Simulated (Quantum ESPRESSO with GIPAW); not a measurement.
# Assigning the 19F lines of KRb2ScF6

The values are calculated: DFT, PBEsol, plane-wave PAW (pslibrary 1.0.0 recipes), scalar-relativistic, GIPAW shieldings (Quantum ESPRESSO with GIPAW, a patched development version). Shieldings are without the macroscopic shape term, which is common to all sites.

```xyz
10
Lattice="-3.1830 3.1830 4.5080 3.1830 -3.1830 4.5080 3.1830 3.1830 -4.5080" Properties=species:S:1:pos:R:3 pbc="T T T"
Rb    0.0000    3.1830    2.2540
Rb    3.1830    0.0000    2.2540
Sc    0.0000    0.0000    0.0000
K     0.0000    0.0000    4.5080
F    -1.4418    2.1543    4.5080
F     2.1543    1.4418    4.5080
F     4.6248    1.0287    0.0000
F     1.0287    1.7412    0.0000
F     0.0000    0.0000    7.0071
F     0.0000    0.0000    2.0089
```

The cell is an entry of the Crystallography Open Database; it need not be the form that is stable at ambient conditions. The coordinates shown are those after relaxation (atoms relaxed).

The F sites:

```
site  atom no.  atoms in cell  site symmetry     surroundings     bonds (Å)
F(1)         5              4              m  bound to ScKRb4  2.02 to 3.57
F(2)         9              2              4  bound to ScKRb4  2.01 to 3.19
```

The lines to be assigned:

```
line  σ_iso (ppm)  relative area  span (ppm)  skew
   A        162.4              1       269.5  1.00
   B        158.0              2       239.7  0.96
```

Simulated spectrum: 19F MAS at 60 kHz, 23.5 T (941.8 MHz), lines broadened by 2 ppm; the axis counts ppm from the isotropic position of the most shielded site, as −Δσ; rigid lattice, with dipolar and J couplings left out. Its lines over 1.5 % of the strongest:

```
offset (ppm)  area
       131.8  0.09
       127.4  0.07
        68.0  0.74
        63.7  0.41
         4.3  1.00
         0.0  0.40
       -59.4  0.33
       -63.7  0.16
      -123.1  0.23
      -127.4  0.14
      -186.8  0.04
      -191.1  0.03
```

**Question.** Which site gives which line?

By the calculation: A is F(2) (bound to ScKRb4); B is F(1) (bound to ScKRb4). The areas settle A and B, whose multiplicities are unique. F(2) lies on an axis of order three or more, which demands an axial or isotropic tensor.

[Banner, clock, file and message-heading lines were taken out of the pw.x and gipaw.x logs.]

[Logs are printed without paths, hosts, clocks, repeated set-up lines and the standing remarks that a program may print on its own settings, such as how far it seeks lower states.]

[Hosts, paths, dates, database ids (printed as entryN), source tags and the programs' standing remarks are cut or masked in the printed files.]
